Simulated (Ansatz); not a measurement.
Runs of Ansatz 0.2.0 on BeTe. The structure is cubic, space group F-43m (No. 216). Conventional cell: a = 5.540 Å, b = 5.540 Å, c = 5.540 Å, α = 90.00°, β = 90.00°, γ = 90.00°. Te (site symmetry -43m) has 4 Be at 2.40 Å as nearest neighbours. Be (site symmetry -43m) has 4 Te at 2.40 Å as nearest neighbours. 

```tsv
task	level	potentials or basis	spin	cell	k mesh	cutoff (eV)	gap on the mesh (eV)	pressure (GPa)
elastic constants	LDA	all-electron LAPW, scalar-relativistic	off	as given	6 × 6 × 6	247	(a)	0.6
relaxation of cell and atoms	BLYP+D3(BJ)	all-electron LAPW, scalar-relativistic	off	relaxed	8 × 8 × 8	-	2.16	0.0
elastic constants	PBEsol	all-electron LAPW, scalar-relativistic	off	as given	6 × 6 × 6	247	1.75	(b)
band structure	LDA	all-electron LAPW, relativistic spinors	SOC, no magnetisation	as given	6 × 6 × 6	228	1.46	0.6
```

Alike in all rows: smearing fermi-dirac 0.05 eV; basis error allowed 0.001 eV/atom.

Task: Fill in the values left out.

Result: (a) 1.77; (b) 2.3.

Caveats: spin-orbit coupling is left out, which moves the levels of the heavy elements (some runs).

A k mesh can miss the band edges, and rows without SOC leave out spin-orbit coupling on Te.

Runs at the PBE level aren't shown here.
